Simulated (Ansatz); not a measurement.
Zinc-blende InN (metastable phase) was calculated with PBE0 (Ansatz, a first-principles code, plane waves, PAW).

Numerical settings: plane-wave cutoff 460 eV, 10×10×10 k mesh, Fermi–Dirac smearing 0.01 eV, scalar-relativistic PAW data made under PBE.

Properties against volume:

| V (Å³/atom) | P (GPa) | direct gap at Γ (eV) |
|---|---|---|
| 14.625 | 9.08 | 1.280 |
| 15.010 | 4.54 | 1.177 |
| 15.395 | 0.58 | 1.073 |
| 15.765 | -2.75 | 0.972 |
| 16.165 | -5.88 | 0.864 |

A straight line through the gaps at Γ against ln V gives a volume deformation potential dE_g(Γ)/d ln V of -4.2 eV: the gap at Γ widens under compression.

Measured, for comparison: band gap 0.61 eV (low temperature, zero-point motion not removed, photoluminescence, epilayer; as tabulated in Schörmann, As, Lischka, Schley, Goldhahn et al., Appl. Phys. Lett. 89, 261903 …).

Spin–orbit coupling is not included.
